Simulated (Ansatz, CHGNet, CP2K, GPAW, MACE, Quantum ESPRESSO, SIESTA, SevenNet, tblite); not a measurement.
## The unslipped end of a generalised stacking fault on (111) (glide set) of a GaP-AlP solid solution (72 atoms) in CP2K

Aim: run the unslipped end of a generalised stacking fault on (111) (glide set) of a GaP-AlP solid solution (72 atoms) in CP2K and see how near its forces come to a plane-wave reference, and at what cost.

Method: the method is named at each step, in CP2K 2026.2.

## Step 1: Starting point

The cell holds 72 atoms: 18 Al, 36 P and 18 Ga. Its edges and angles: a = 6.683 Å, b = 11.576 Å, c = 19.103 Å, α = 90.0°, β = 90.0°, γ = 90.0°. Zinc-blende GaP lattice (a = 5.4569 Å, the value set for the mixture), cell with z along [111], 1 x 3 x 2 periods; the third cell vector is tilted by 0.000 of 1/2[11-2] and lengthened by 0.2 Å, so the stacking has no slip (glide set); displaced by a Gaussian of 0.01 Å; 18 of 36 Ga sites given to Al at random (lattice constant by Vegard's rule between GaP and AlP). Then every atom was moved at random, 0.02 Å r.m.s. a Cartesian component. The structure's axis is c.

The yardstick, on the same geometry:

```
method                                           : Kohn-Sham DFT, PBE, SSSP efficiency 1.3.0 pseudopotentials, plane waves (Quantum ESPRESSO 7.5); sssp-pbe-1.3.0-efficiency, cutoffs 60/480 Ry, Γ point
r.m.s. force component                           : 0.4425 eV/Å
longest force                                    : 1.73 eV/Å
pressure                                         : 1.206 GPa
gap (highest filled to lowest empty level) : 1.179 eV
time                                             : 14 min on 4 MPI ranks of Arm Neoverse V1, shared host
CPU time                                         : 55 min
```

## Step 2: PBE, DZVP-MOLOPT-SR, 800/60 Ry, diagonalisation

Method: Kohn-Sham DFT, PBE, GTH-PBE pseudopotentials, Gaussian and plane waves, DZVP-MOLOPT-SR-GTH, diagonalisation.

The input, input.inp:

```
&GLOBAL
  PROJECT cell
  RUN_TYPE ENERGY_FORCE
  PRINT_LEVEL LOW
&END GLOBAL
&FORCE_EVAL
  METHOD QS
  STRESS_TENSOR ANALYTICAL
  &DFT
    BASIS_SET_FILE_NAME BASIS_MOLOPT
    POTENTIAL_FILE_NAME GTH_POTENTIALS
    &MGRID
      CUTOFF 800
      REL_CUTOFF 60
      NGRIDS 5
    &END MGRID
    &QS
      EPS_DEFAULT 1.0E-12
    &END QS
    &SCF
      SCF_GUESS ATOMIC
      EPS_SCF 5.0E-06
      MAX_SCF 200
      ADDED_MOS 41
      &DIAGONALIZATION
        ALGORITHM STANDARD
      &END DIAGONALIZATION
      &SMEAR ON
        METHOD FERMI_DIRAC
        ELECTRONIC_TEMPERATURE [K] 580
      &END SMEAR
      &MIXING
        METHOD BROYDEN_MIXING
        ALPHA 0.15
        NBROYDEN 12
      &END MIXING
      &PRINT
        &RESTART OFF
        &END RESTART
      &END PRINT
    &END SCF
    &XC
      &XC_FUNCTIONAL PBE
      &END XC_FUNCTIONAL
    &END XC
    &PRINT
      &MULLIKEN ON
      &END MULLIKEN
      &HIRSHFELD ON
        SHAPE_FUNCTION DENSITY
      &END HIRSHFELD
      &MO ON
        EIGENVALUES T
        OCCUPATION_NUMBERS T
        MO_INDEX_RANGE 223 246
        &EACH
          QS_SCF 0
        &END EACH
        ADD_LAST NUMERIC
      &END MO
    &END PRINT
  &END DFT
  &SUBSYS
    &CELL
      A 6.68331 0.00000 0.00000
      B 0.00000 11.57583 0.00000
      C 0.00000 0.00000 19.10326
    &END CELL
    &COORD
      Al 3.27181 1.92425 0.38589
      P 3.38463 1.93258 2.76481
      Ga 5.53445 1.92217 3.59925
      P 5.58685 1.95388 5.90807
      Ga 0.04732 0.01239 0.37041
      P 6.63833 0.00463 2.76176
      Al 2.21552 11.55881 3.54136
      P 2.20690 11.55152 5.89966
      Ga 4.43117 0.04480 6.70181
      P 4.44326 11.51043 9.07042
      Al 3.34941 5.80736 0.39315
      P 3.35415 5.76592 2.75507
      Ga 5.57548 5.80470 3.55034
      P 5.56178 5.76546 5.89527
      Al 0.03342 3.82396 0.41874
      P 6.66834 3.83843 2.74074
      Ga 2.24840 3.86737 3.52780
      P 2.25963 3.83473 5.89469
      Al 4.47040 3.85359 6.67506
      P 4.46646 3.86598 9.03183
      Ga 1.08504 1.90422 6.68767
      P 1.12026 1.89161 9.01559
      Ga 3.30991 1.94543 9.82939
      P 3.31806 1.93779 12.18941
      Al 5.55497 1.91036 12.97933
      P 5.58391 1.89577 15.37526
      Ga 0.01958 0.00174 9.82595
      P 0.00956 0.01007 12.16457
      Al 2.26751 0.00359 13.02231
      P 2.20863 11.55395 15.33839
      Ga 4.46004 0.03357 16.17397
      P 4.47154 11.55360 18.50036
      Ga 3.33464 9.65065 0.42562
      P 3.32501 9.63676 2.73807
      Al 5.57194 9.65748 3.58473
      P 5.56907 9.68966 5.92507
      Ga 6.66787 7.72571 0.40212
      P 6.66874 7.71680 2.72432
      Al 2.24446 7.69202 3.52493
      P 2.26945 7.70267 5.90787
      Al 4.49486 7.73601 6.68213
      P 4.45322 7.72536 9.06564
      Ga 1.13496 5.75238 6.67181
      P 1.11972 5.75527 9.08322
      Al 3.32769 5.80736 9.87371
      P 3.36244 5.78155 12.20488
      Al 5.57562 5.74439 13.01906
      P 5.58551 5.77020 15.33304
      Al 6.66273 3.88415 9.81010
      P 0.00374 3.87952 12.20106
      Al 2.22267 3.86123 12.96405
      P 2.24065 3.85417 15.40945
      Ga 4.46238 3.84954 16.14225
      P 4.44360 3.84850 18.47725
      Al 1.09052 1.96488 16.12162
      P 1.15561 1.93096 18.48794
[... 12 atom lines left out ...]
      Ga 1.10589 5.77067 16.18180
      P 1.10609 5.76638 18.58957
      Al 1.08363 9.65552 16.12869
      P 1.09740 9.61454 18.51641
    &END COORD
    &KIND Al
      BASIS_SET DZVP-MOLOPT-SR-GTH-q3
      POTENTIAL GTH-PBE-q3
    &END KIND
    &KIND P
      BASIS_SET DZVP-MOLOPT-SR-GTH-q5
      POTENTIAL GTH-PBE-q5
    &END KIND
    &KIND Ga
      BASIS_SET DZVP-MOLOPT-SR-GTH-q13
      POTENTIAL GTH-PBE-q13
    &END KIND
  &END SUBSYS
  &PRINT
    &FORCES ON
    &END FORCES
    &STRESS_TENSOR ON
    &END STRESS_TENSOR
  &END PRINT
&END FORCE_EVAL
```

Command:

```console
> OMP_NUM_THREADS=2 cp2k.psmp -i input.inp > output.txt
```

Numbers of over 12 decimals in the logs are rounded to 6 here.

Log:

```text
CP2K| version string:                                       CP2K version 2026.2
 CP2K| Input file name                                                 input.inp
 GLOBAL| Basis set file name                                        BASIS_MOLOPT
 GLOBAL| Potential file name                                      GTH_POTENTIALS
 GLOBAL| Run type                                                   ENERGY_FORCE
 GLOBAL| Total number of message passing processes                             1
 GLOBAL| Number of threads for this process                                    2
 TOTAL NUMBERS AND MAXIMUM NUMBERS
  Total number of            - Atomic kinds:                                   3
                             - Atoms:                                         72
                             - Shell sets:                                    72
                             - Shells:                                       396
                             - Primitive Cartesian functions:                324
                             - Cartesian basis functions:                   1296
                             - Spherical basis functions:                   1152
  Maximum angular momentum of- Orbital basis functions:                        3
                             - Local part of the GTH pseudopotential:          0
                             - Non-local part of the GTH pseudopotential:      4
 SCF PARAMETERS         Density guess:                                    ATOMIC
                        max_scf:                                             200
                        eps_scf:                                        5.00E-06
                        added MOs                                        41    0
                        Mixing method:                            BROYDEN_MIXING
                                                charge density mixing in g-space
                        Smear method:                                FERMI_DIRAC
                        Electronic temperature [K]:                        580.0
                        Electronic temperature [a.u.]:                  1.84E-03
                        Accuracy threshold:                             1.00E-10
 Extrapolation method: initial_guess
 Number of electrons:                                                        468
 Number of occupied orbitals:                                                234
 Number of molecular orbitals:                                               275
 Number of orbital functions:                                               1152
 Number of independent orbital functions:                                   1152
 SCF WAVEFUNCTION OPTIMIZATION
  Step     Update method      Time    Convergence         Total energy    Change
     1 NoMix/Diag. 0.15E+00   10.4     1.46295786     -1621.7270034799 -1.62E+03
     2 Broy./Diag. 0.15E+00   13.3     0.04428565     -1613.7140378829  8.01E+00
     3 Broy./Diag. 0.15E+00   13.6     0.14332348     -1616.1428626623 -2.43E+00
     4 Broy./Diag. 0.15E+00   13.8     0.02089540     -1618.9745033215 -2.83E+00
[...]
16 Broy./Diag. 0.15E+00   14.4     0.00000817     -1618.3825197019  2.96E-04
    17 Broy./Diag. 0.15E+00   14.4     0.00000079     -1618.3824141569  1.06E-04
  *** SCF run converged in    17 steps ***
  Electronic density on regular grids:       -467.9999999998        0.0000000002
  Core density on regular grids:              467.9999999994       -0.0000000006
  Total charge density on r-space grids:       -0.0000000005
  Total charge density g-space grids:          -0.0000000005
  Overlap energy of the core charge distribution:               8.49262e-09
  Self energy of the core charge distribution:              -2443.275608
  Core Hamiltonian energy:                                    675.989016
  Hartree energy:                                             408.225102
  Exchange-correlation energy:                               -259.320924
  Electronic entropic energy:                                  -6.45964e-07
  Fermi energy:                                                 0.194013
  Total energy:                                             -1618.382414
  Total energy (extrapolated to T->0):                      -1618.382414
 MO| EIGENVALUES AND OCCUPATION NUMBERS
 MO|
 MO|  Index      Eigenvalue [a.u.]        Eigenvalue [eV]             Occupation
 MO|    223               0.131176               3.569489               2.000000
 MO|    224               0.133913               3.643968               2.000000
 MO|    225               0.135962               3.699709               2.000000
[...]
MO|    245               0.252285               6.865029               0.000000
 MO|    246               0.255414               6.950160               0.000000
 MO| Sum:                                                             468.000000
 MO| E(Fermi):            0.194013 a.u.          5.279375 eV
 !-----------------------------------------------------------------------------!
                     Mulliken Population Analysis
 #  Atom  Element  Kind  Atomic population                           Net charge
       1     Al       1          2.471463                              0.528537
       2     P        2          5.398510                             -0.398510
       3     Ga       3         12.763867                              0.236133
[...]
71     Al       1          2.427132                              0.572868
      72     P        2          5.320701                             -0.320701
 # Total charge                            468.000000                  0.000000
 !-----------------------------------------------------------------------------!
 !-----------------------------------------------------------------------------!
                           Hirshfeld Charges
  #Atom  Element  Kind  Ref Charge     Population                    Net charge
      1       Al     1       3.000          2.832                         0.168
      2       P      2       5.000          5.184                        -0.184
      3       Ga     3      13.000         12.804                         0.196
[...]
71       Al     1       3.000          2.834                         0.166
     72       P      2       5.000          5.183                        -0.183
  Total Charge                                                           -0.000
 !-----------------------------------------------------------------------------!
 ENERGY| Total FORCE_EVAL ( QS ) energy [hartree]          -1618.382338
 FORCES| Atomic forces [hartree/bohr]
 FORCES|   Atom     x               y               z               |f|
 FORCES|      1  1.64393698E-02 -5.71184165E-04 -2.29744056E-02   2.82560161E-02
 FORCES|      2 -1.16189502E-02 -6.78597979E-03 -6.67381371E-03   1.50196310E-02
 FORCES|      3  5.56037969E-03  9.86934717E-04 -7.16718453E-03   9.12471351E-03
[...]
FORCES|     71  4.90634109E-04 -4.70925002E-03  6.87211953E-03   8.34528516E-03
 FORCES|     72  8.20974766E-03  5.60747788E-03  1.61656096E-02   1.89781638E-02
 FORCES| Sum    -4.05608867E-03  1.18792086E-03 -2.44591207E-03
 FORCES| Total atomic force                                       4.88318515E-03
 STRESS| Analytical stress tensor [bar]
 STRESS|                        x                   y                   z
 STRESS|      x       -3.08532768950E+04   2.31957099955E+03  -4.68502244465E+03
 STRESS|      y        2.31957099955E+03   6.57812689182E+04  -1.53327036055E+03
 STRESS|      z       -4.68502244465E+03  -1.53327036055E+03   9.88979729169E+03
 STRESS| 1/3 Trace                                             1.49392631050E+04
```

Elapsed: 4.6 min, on 2 threads of Arm Neoverse V1, shared host; peak memory 6.9 GiB; 8.3 min of CPU time.

Banners, paths, timers and routine set-up lines are dropped from the logs unmarked, and long logs keep their key lines alone; longer cuts are marked.

Numbers from this run, and their distance from the reference:

- r.m.s. force component: 0.4526 eV/Å
- r.m.s. difference of force components: 26.16 meV/Å
- longest difference of force vectors: 78.11 meV/Å
- force difference over r.m.s. force: 5.911 %
- slope of forces against the reference's: 1.021
- correlation of force components: 0.9986
- gap (highest filled to lowest empty level): 1.201 eV
- gap difference: 0.0225 eV
- pressure: 1.494 GPa
- pressure difference: 0.2876 GPa

Length of the force difference by element (eV/Å):

| element | atoms | mean | most |
| --- | --- | --- | --- |
| Al | 18 | 0.015 | 0.046 |
| Ga | 18 | 0.057 | 0.077 |
| P | 36 | 0.045 | 0.078 |

Levels nearest the highest filled one (eV from it): -1.10, -1.03, -0.97, -0.81, -0.76, -0.76, -0.71, -0.61, -0.55, -0.48, -0.07, 0.00, 1.20, 1.56, 1.62, 1.67, 1.72, 1.82, 1.97, 1.98, 2.09, 2.17, 2.19, 2.28.

The surroundings of P54, which bears the longest force, nearest first, numbered as they follow in the input and with coordinates relative to it.

| atom | x | y | z | distance (Å) | bonds | Hirshfeld charge (e) | Fx | Fy | Fz (eV/Å) |
| --- | --- | --- | --- | --- | --- | --- | --- | --- | --- |
| P54 | 0.00 | 0.00 | 0.00 | 0.00 | 4 | -0.22 | 0.28 | -0.05 | 1.77 |
| Ga53 | 0.02 | 0.00 | -2.33 | 2.34 | 4 | 0.21 | -0.09 | -0.08 | 0.17 |
| Al11 | -1.09 | 1.96 | 1.02 | 2.46 | 4 | 0.16 | -0.10 | -0.32 | -1.32 |
| Al1 | -1.17 | -1.92 | 1.01 | 2.47 | 4 | 0.17 | 0.85 | -0.03 | -1.18 |
| Al15 | 2.27 | -0.02 | 1.04 | 2.50 | 4 | 0.17 | -0.60 | 0.07 | -1.55 |
| P52 | -2.20 | 0.01 | -3.07 | 3.78 | 4 | -0.18 | 0.01 | 0.04 | -0.90 |
| P56 | -3.29 | -1.92 | 0.01 | 3.81 | 4 | -0.21 | -0.33 | 0.03 | 1.01 |
| P26 | 1.14 | -1.95 | -3.10 | 3.84 | 4 | -0.18 | 0.05 | 0.50 | -0.62 |
| P68 | -0.01 | 3.85 | 0.01 | 3.85 | 4 | -0.19 | 0.26 | 0.17 | 1.17 |
| P70 | -3.34 | 1.92 | 0.11 | 3.85 | 4 | -0.20 | 0.27 | 0.04 | 0.67 |
| P48 | 1.14 | 1.92 | -3.14 | 3.86 | 4 | -0.16 | 0.27 | -0.23 | 0.15 |
| P70 | 3.35 | 1.92 | 0.11 | 3.86 | 4 | -0.20 | 0.27 | 0.04 | 0.67 |
| P32 | 0.03 | -3.87 | 0.02 | 3.87 | 4 | -0.18 | -0.07 | 0.39 | 1.56 |
| P56 | 3.40 | -1.92 | 0.01 | 3.90 | 4 | -0.21 | -0.33 | 0.03 | 1.01 |

Forces lie 5.9 % from the reference's, at 0.15 times its CPU time (on 2 against 4 cores).

## Step 3: PBE, SZV-MOLOPT-SR, 800/60 Ry, diagonalisation

Method: Kohn-Sham DFT, PBE, GTH-PBE pseudopotentials, Gaussian and plane waves, SZV-MOLOPT-SR-GTH, diagonalisation.

Changes to input.inp since step 2:

```diff
@@ -23,3 +23,3 @@
       MAX_SCF 200
-      ADDED_MOS 41
+      ADDED_MOS 36
       &DIAGONALIZATION
@@ -69,6 +69,31 @@
     &COORD
-[... 72 atom lines left out: the same atoms as in the first run ...]
+      SCALED
+      Al 0.48955 0.16623 0.02020
+      P 0.50643 0.16695 0.14473
+      Ga 0.82810 0.16605 0.18841
+      P 0.83594 0.16879 0.30927
+      Ga 0.00708 0.00107 0.01939
+      P 0.99327 0.00040 0.14457
+      Al 0.33150 0.99853 0.18538
+      P 0.33021 0.99790 0.30883
+      Ga 0.66302 0.00387 0.35082
+      P 0.66483 0.99435 0.47481
+      Al 0.50116 0.50168 0.02058
+      P 0.50187 0.49810 0.14422
+      Ga 0.83424 0.50145 0.18585
+      P 0.83219 0.49806 0.30860
+      Al 0.00500 0.33034 0.02192
+      P 0.99776 0.33159 0.14347
+      Ga 0.33642 0.33409 0.18467
+      P 0.33810 0.33127 0.30857
+      Al 0.66889 0.33290 0.34942
+      P 0.66830 0.33397 0.47279
+[... 48 atom lines left out ...]
+      Ga 0.16547 0.49851 0.84707
+      P 0.16550 0.49814 0.97311
+      Al 0.16214 0.83411 0.84429
+      P 0.16420 0.83057 0.96928
     &END COORD
     &KIND Al
-      BASIS_SET DZVP-MOLOPT-SR-GTH-q3
+      BASIS_SET SZV-MOLOPT-SR-GTH-q3
       POTENTIAL GTH-PBE-q3
@@ -76,3 +101,3 @@
     &KIND P
-      BASIS_SET DZVP-MOLOPT-SR-GTH-q5
+      BASIS_SET SZV-MOLOPT-SR-GTH-q5
       POTENTIAL GTH-PBE-q5
@@ -80,3 +105,3 @@
     &KIND Ga
-      BASIS_SET DZVP-MOLOPT-SR-GTH-q13
+      BASIS_SET SZV-MOLOPT-SR-GTH-q13
       POTENTIAL GTH-PBE-q13
```

Command:

```console
> OMP_NUM_THREADS=1 cp2k.psmp -i input.inp > output.txt
```

Log:

```text
CP2K| version string:                                       CP2K version 2026.2
 CP2K| Input file name                                                 input.inp
 GLOBAL| Basis set file name                                        BASIS_MOLOPT
 GLOBAL| Potential file name                                      GTH_POTENTIALS
[... lines left out ...]
 Number of electrons:                                                        468
[... lines left out ...]
  Step     Update method      Time    Convergence         Total energy    Change
[... lines left out ...]
  *** SCF run converged in    17 steps ***
[... lines left out ...]
  Fermi energy:                                                 0.237585
  Total energy:                                             -1616.892738
  Total energy (extrapolated to T->0):                      -1616.892738
[... lines left out ...]
 MO| E(Fermi):            0.237585 a.u.          6.465025 eV
[... lines left out ...]
 ENERGY| Total FORCE_EVAL ( QS ) energy [hartree]          -1616.892718
[... lines left out ...]
 FORCES|      1  2.09482852E-02 -7.93996639E-04 -2.52258948E-02   3.27994947E-02
 FORCES|      2 -1.29506954E-02 -5.37681452E-03 -7.57593520E-03   1.59381755E-02
 FORCES|      3  7.18925271E-03  2.37188829E-03 -1.00364870E-02   1.25714868E-02
[...]
FORCES|     71  1.36639360E-03 -5.20619418E-03  1.16490534E-02   1.28324563E-02
 FORCES|     72  1.05021632E-02  6.88498163E-03  2.14875498E-02   2.48880132E-02
 FORCES| Sum    -4.04308655E-03  1.18159948E-03 -2.44571444E-03
 FORCES| Total atomic force                                       4.87075408E-03
 STRESS| Analytical stress tensor [bar]
 STRESS|                        x                   y                   z
 STRESS|      x        8.45103089615E+03   3.45974666790E+03  -6.67856347502E+03
 STRESS|      y        3.45974666790E+03   1.06623116613E+05  -2.24166664577E+03
 STRESS|      z       -6.67856347502E+03  -2.24166664577E+03   5.06418090820E+04
 STRESS| 1/3 Trace                                             5.52386521969E+04
```

The job ended after 4.9 min (1 thread; peak memory 6.7 GiB).

Compared with the plane-wave run:

```
r.m.s. force component                           : 0.5675 eV/Å
r.m.s. difference of force components            : 142.8 meV/Å
longest difference of force vectors              : 527.5 meV/Å
force difference over r.m.s. force               : 32.27 %
slope of forces against the reference's          : 1.27
correlation of force components                  : 0.9905
gap (highest filled to lowest empty level) : 2.26 eV
gap difference                                   : 1.081 eV
pressure                                         : 5.524 GPa
pressure difference                              : 4.318 GPa
```

This is a coarse setting, run to see what it loses.

Against the first run (5.9 %), the force difference from the reference is 32 %, at 0.59 times the CPU time (on 1 against 2 cores), with 378 basis functions against 1152: the smaller basis costs accuracy.

(Continued in part 2 of 3.)

[Also dropped from logs without a mark: logging warnings of Python, and SIESTA's first energy breakdown and zero terms.]

[Logs are printed without paths, hosts, clocks, repeated set-up lines and the standing remarks that a program may print on its own settings, such as how far it seeks lower states.]

[Hosts, paths, dates, database ids (printed as entryN), source tags and the programs' standing remarks are cut or masked in the printed files.]
